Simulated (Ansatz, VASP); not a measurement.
## Ga in VASP and in Ansatz

INCAR

```
SYSTEM = Ga
PREC     = Accurate       ! precision mode
ENCUT    = 520            ! plane-wave cutoff, eV
EDIFF    = 1E-6           ! SCF threshold, eV
ISMEAR   = -1             ! smearing method
SIGMA    = 0.05           ! smearing width, eV
LREAL    = .False.        ! projectors in reciprocal space
LASPH    = .True.         ! aspherical terms in the spheres
NELM     = 60             ! most SCF steps
ALGO     = Normal         ! electronic algorithm
ISIF     = 2              ! what is computed and relaxed
LWAVE    = .False.        ! write WAVECAR
LCHARG   = .True.         ! write CHGCAR
GGA      = PS             ! functional
LELF     = .True.         ! ELF
LVHAR    = .True.       
NBANDS   = 12             ! bands
```

The input KPOINTS:

```
regular mesh
0
Gamma
  16 16 16
  0 0 0
```

The input POSCAR:

```
Ga
1.0
   -1.4298735320      1.4298735320      1.4298735320
    1.4298735320     -1.4298735320      1.4298735320
    1.4298735320      1.4298735320     -1.4298735320
Ga
1
Direct
    0.0000000000      0.0000000000      0.0000000000
```

Input for Ansatz:

```yaml
crystal:
  lattice:
    - [-1.429873532, 1.429873532, 1.429873532]
    - [1.429873532, -1.429873532, 1.429873532]
    - [1.429873532, 1.429873532, -1.429873532]
  atoms:
    - { symbol: Ga, position: [0.0, 0.0, 0.0] }
kpoints:
  mp_grid: { grid: [16, 16, 16] }
scf:
  occupations: { method: fermi_dirac, width: 0.05 }
hamiltonian:
  xc: pbesol
  pseudopotentials: { kind: paw }
output:
  forces: true
  stress: true
  eigenvalues: true
  populations: true
  write_density: true
  write_potential: true
  elf: true
  volumetric_format: npy
```

Change from the starting cell: volume scaled by 0.65, PAW files.

Alike in both runs: task single point; functional PBEsol; k mesh 16 × 16 × 16; occupations fermi-dirac, width 0.05 eV; no spin polarisation.

|  | VASP | Ansatz |
| --- | --- | --- |
| version | VASP 6.6.1 | Ansatz 0.2.0 |
| potentials or method | VASP PAW PBE potentials, release 64 (Ga_d) | PAW with Ansatz's default frozen-core files, scalar-relativistic |
| plane-wave cutoff (eV) | 520 | 420 |
| valence electrons in the cell | 13 | 13 |

Ansatz gave:

```
pressure (GPa) : 71.4
```

**Question.** What did VASP give for the same quantities?

**Answer.** Pressure (GPa): 71.8.

Caveats: the cell as given lies far from equilibrium; so large a pressure means that the cell lies far from this level's equilibrium, or that cutoff or potentials fall short (VASP); the potentials were made for another functional, which shifts forces and pressure (VASP).
